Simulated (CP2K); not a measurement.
Cd:

```
Cd
1.0
     3.09054    0.00000    0.00000
    -1.03018    2.91379    0.00000
    -1.03018   -1.45689    2.52341
Cd
1
Direct
  0.00000 0.00000 0.00000
```

This isn't the form of Cd at room conditions, which is hcp.

Base run:

| Property | Result |
| --- | --- |
| Program | CP2K 2026.2 |
| Functional | PBE |
| Potentials or basis | POTENTIAL_UZH Cd GTH-PBE-q12; TZVP-MOLOPT-PBE-GTH basis |
| Density cutoff | 9184 eV |
| k mesh | 10 × 10 × 10 |
| Occupations | fermi-dirac, width 0.05 eV |
| Spin | no spin polarisation |

Its results: band gap on the k mesh none (metal or under the smearing width); pressure 1.3 GPa.

**Question.** After a change of settings the same cell gave: band gap on the k mesh none (metal or under the smearing width); pressure -4.2 GPa. Which change was it?
A. functional from PBE to SCAN
B. functional from PBE to OLYP
C. functional from PBE to LDA
D. functional from PBE to PBEsol

**Answer.** C.

LDA binds more tightly than PBE, so the same cell stands under less pressure.

Caveats: the basis of atomic orbitals isn't converged, which shifts pressures, moduli and gaps; the potentials were made for another functional, which shifts forces and pressure (some runs).
